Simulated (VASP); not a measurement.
Here is a VASP 6.6.1 calculation.

Contents of INCAR:

```
PREC     = Accurate       # precision mode
ENCUT    = 520            # plane-wave cutoff, eV
EDIFF    = 1E-6           # SCF threshold, eV
ISMEAR   = 0              # smearing method
SIGMA    = 0.15           # smearing width, eV
LREAL    = F              # projectors in reciprocal space
LASPH    = T              # aspherical terms in the spheres
NELM     = 100            # most SCF steps
ALGO     = Fast           # electronic algorithm
ISIF     = 2              # what is computed and relaxed
LWAVE    = F              # write WAVECAR
LCHARG   = F              # write CHGCAR
GGA      = PE             # functional
IVDW     = 12             # dispersion correction
NBANDS   = 9              # bands
```

The input KPOINTS:

```
regular mesh
0
Gamma
  22 22 22
```

Contents of POSCAR:

```
Se
1.0
   -1.9121526786      1.9121526786      1.3518919438
    1.9121526786     -1.9121526786      1.3518919438
    1.9121526786      1.9121526786     -1.3518919438
Se
1
Direct
    0.0000000000      0.0000000000      0.0000000000
```

Potentials or basis: VASP PAW PBE potentials, release 64 (Se).

Command:

```console
$ cat potpaw_PBE.64/Se/POTCAR > POTCAR
$ mpirun -np 1 vasp_std > vasp.out
```

Q: Predict the band gap on the k mesh.

A: None (metal or under the smearing width).

Q: What does it give for the dispersion energy per atom?

A: -0.441 eV.

Stress tensor (GPa, compression positive):
```
1.88 0.00 0.00
0.00 1.88 0.00
0.00 0.00 5.40
```

Caveat: pairwise dispersion overbinds metals, which lowers pressure and volume.
